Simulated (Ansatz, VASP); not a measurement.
**Ge: VASP beside Ansatz**

```
Ge
1.0
     2.38337    0.00000    0.00000
     0.00000    2.38337    0.00000
     0.00000    0.00000    2.38337
Ge
1
Direct
  0.00000 0.00000 0.00000
```

Change from the starting cell: volume scaled by 0.68, LAPW.

Alike in both runs: task single point; functional PBE; k mesh 15 × 15 × 15; occupations fermi-dirac, width 0.08 eV; no spin polarisation.

|  | VASP | Ansatz |
| --- | --- | --- |
| version | VASP 6.6.1 | Ansatz 0.2.0 |
| potentials or method | VASP PAW PBE potentials, release 64 (Ge_d), cutoff 520 eV | all-electron LAPW, scalar-relativistic |

```csv
,VASP,Ansatz,Ansatz less VASP
pressure (GPa),64.2,64.1,-0.07
```

Ansatz ran all-electron here, so the differences hold the error of VASP's frozen core and of both bases.

Caveats: the cell as given lies far from equilibrium; so large a pressure means that the cell lies far from this level's equilibrium, or that cutoff or potentials fall short (VASP).
